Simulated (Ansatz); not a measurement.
Runs of Ansatz 0.2.0 on KBr. The structure is cubic, space group Fm-3m (No. 225). Conventional cell: a = 6.600 Å, b = 6.600 Å, c = 6.600 Å, α = 90.00°, β = 90.00°, γ = 90.00°. Br (site symmetry m-3m) has 6 K at 3.30 Å as nearest neighbours. K (site symmetry m-3m) has 6 Br at 3.30 Å as nearest neighbours. 

```tsv
level	k mesh	share of exact exchange	screening of exact exchange	gap on the mesh (eV)	pressure (GPa)
HSE(alpha, omega)	4 × 4 × 4	0.25	0.6 1/A	(b)	0.5
PBE0	6 × 6 × 6	-	-	(a)	0.4
HSE(alpha, omega)	4 × 4 × 4	0.25	0.15 1/A	5.78	0.5
HSE(alpha, omega)	4 × 4 × 4	0.25	0.2 1/A	5.63	0.5
HSE(alpha, omega)	4 × 4 × 4	0.25	0.1 1/A	5.95	0.4
```

Alike in all rows: task single point; potentials or basis all-electron PAW datasets made for the crystal; no spin polarisation; cell as given; cutoff (eV) 220; smearing fermi-dirac 0.05 eV.

Task: Fill in the values left out.

Result: (a) 6.32; (b) 4.91.

A k mesh can miss the band edges, and the runs leave out spin-orbit coupling on Br.
